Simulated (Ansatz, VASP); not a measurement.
# Mg4H: VASP beside Ansatz

```
Mg H
1.0
     3.18370    0.00000    0.00000
    -1.59185    2.75717    0.00000
     0.00000    0.00000   26.70819
Mg H
4 1
Direct
  0.66667 0.33333 0.31825
  0.33333 0.66667 0.41461
  0.66667 0.33333 0.50903
  0.33333 0.66667 0.60653
  0.83333 0.91667 0.64722
```

Alike in both runs: functional PBEsol; k mesh 9 × 9 × 1; occupations gaussian, width 0.1 eV; no spin polarisation.

Ansatz relaxed the structure, and its values are those at the end. VASP's run is a single point on that final structure, the one shown.

```csv
,VASP,Ansatz
version,VASP 6.6.1,Ansatz 0.2.0
potentials or method,"VASP PAW PBE potentials, release 64 (Mg, H)","scalar-relativistic, plane waves, PAW"
plane-wave cutoff (eV),520,420
valence electrons in the cell,9,41
```

Ansatz gave:

```
gap on the k mesh at the Fermi level (eV) : none
rms of the force components (eV/Å)        : 0.346
```

Question: Which values does VASP return?

Answer: gap on the k mesh at the Fermi level (eV): none; rms of the force components (eV/Å): 0.349.

A gap of «none» marks a metal or a gap that the smearing closes. The two sets of potentials don't hold the same shells in valence.

Caveats: the PAW data sets were made with another functional, which shifts forces and pressure a little (VASP).
